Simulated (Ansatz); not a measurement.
# PbO: the cell at several levels of theory

How does the equilibrium cell of PbO built on the CsCl prototype depend on the functional? It is relaxed with PBE, r2SCAN, PBEsol, LDA and HSE06. This is a trial cell built on a prototype, not taken from a measured structure, and it needn't be the compound's ground state.

Code: Ansatz 0.2.0. PAW datasets, plane waves, zero pressure. No spin polarisation and no zero-point or thermal motion; the cell was built from a prototype and may be hypothetical.

## 1. The system as given

This is the cell as the run starts from it, not yet at rest; its lengths are not the crystal's.

Space group Pm-3m (No. 221), cubic; a = 2.636 Å in the conventional setting, 9.16 Å³ an atom. Pb has 8 O at 2.28 Å; O has 8 Pb at 2.28 Å.

Structure file:

```cif
data_structure
_symmetry_space_group_name_H-M 'Pm-3m'
_symmetry_Int_Tables_number 221
_cell_length_a 2.6358
_cell_length_b 2.6358
_cell_length_c 2.6358
_cell_angle_alpha 90.000
_cell_angle_beta 90.000
_cell_angle_gamma 90.000
_cell_volume 18.31
loop_
_atom_site_label
_atom_site_type_symbol
_atom_site_symmetry_multiplicity
_atom_site_Wyckoff_symbol
_atom_site_fract_x
_atom_site_fract_y
_atom_site_fract_z
_atom_site_occupancy
Pb1 Pb 1 a 0.00000 0.00000 0.00000 1
O1 O 1 b 0.50000 0.50000 0.50000 1
```

## 2. Relaxing with PBE

The input, input.yaml:

```yaml
crystal:
  lattice:
    - [2.6358499301, 0.0, 0.0]
    - [0.0, 2.6358499301, 0.0]
    - [0.0, 0.0, 2.6358499301]
  atoms:
    - { symbol: Pb, position: [0.0, 0.0, 0.0] }
    - { symbol: O, position: [0.5, 0.5, 0.5] }
kpoints:
  mp_grid: { grid: [8, 8, 8] }
hamiltonian:
  xc: pbe
scf:
  occupations: { method: fermi_dirac, width: 0.02 }
relax:
  f_tol: 0.005
  cell: {}
```

Command:

```bash
$ ansatz run input.yaml --threads 2 --pin off --max-ram 2211MiB --backend cpu --events-out ev --progress --plain --runs-dir out
```

The runs that follow: Relaxing with r2SCAN; PBEsol: cell and atoms; LDA: cell and atoms; HSE06: cell and atoms.

Q: Predict the outcome of this session. Wanted: for each run, a; volume; space group; SCF geometries.

**Answer**, as computed:

| level | a (Å) | volume (Å³/atom) | space group | SCF geometries |
| --- | --- | --- | --- | --- |
| PBE | 3.215 | 16.613 | Pm-3m | 15 |
| r2SCAN | 3.179 | 16.069 | Pm-3m | 5 |
| PBEsol | 3.159 | 15.758 | Pm-3m | 8 |
| LDA | 3.124 | 15.247 | Pm-3m | 8 |
| HSE06 | 3.171 | 15.935 | Pm-3m | 6 |

From the start to the first minimum the volume moved by +81.4 %. The volume runs from LDA (least) to PBE (most), a spread of 9.0 %, or 2.9 % in length if all axes shared it alike. The meshes differ: PBE 8×8×8, r2SCAN 8×8×8, PBEsol 8×8×8, LDA 8×8×8, HSE06 6×6×6.
